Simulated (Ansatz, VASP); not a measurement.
# One calculation of TaN, two programs

```
Ta N
1.0
     2.99051   -0.01298    0.07451
    -1.50650    2.50025   -0.18525
     0.07319   -0.16785    2.73675
Ta N
1 1
Cartesian
  0.0400 1.5962 1.2732
  -0.0109 -0.0176 -0.0035
```

Change from the starting cell: all atoms moved at random, sigma 0.02 Å a component, cell strained at random, sigma 0.03; relaxed back.

Alike in both runs: functional PBE; k mesh 15 × 15 × 12; occupations gaussian, width 0.15 eV; no spin polarisation.

Ansatz relaxed the structure, and its values are those at the end. VASP's run is a single point on that final structure, the one shown.

|  | VASP | Ansatz |
| --- | --- | --- |
| version | VASP 6.6.1 | Ansatz 0.2.0 |
| potentials or method | VASP PAW PBE potentials, release 64 (Ta_pv, N) | scalar-relativistic, plane waves, PAW |
| plane-wave cutoff (eV) | 520 | 420 |
| valence electrons in the cell | 16 | 18 |

Ansatz gave:

- gap on the k mesh at the Fermi level (eV): none
- pressure (GPa): 36.3
- rms of the force components (eV/Å): 0.000

Task: Estimate VASP's values.

Result: gap on the k mesh at the Fermi level (eV): none; pressure (GPa): 37.4; rms of the force components (eV/Å): 0.005.

A gap of «none» marks a metal or a gap that the smearing closes. With one functional, cell and mesh, what is left measures potentials, basis and numerics. The two sets of potentials don't hold the same shells in valence. Ansatz warned: «stress_scf_threshold_loose».

Caveats: so large a pressure means that the cell lies far from this level's equilibrium, or that cutoff or potentials fall short (VASP). The runs have no spin-orbit coupling, so splittings on Ta are missing.
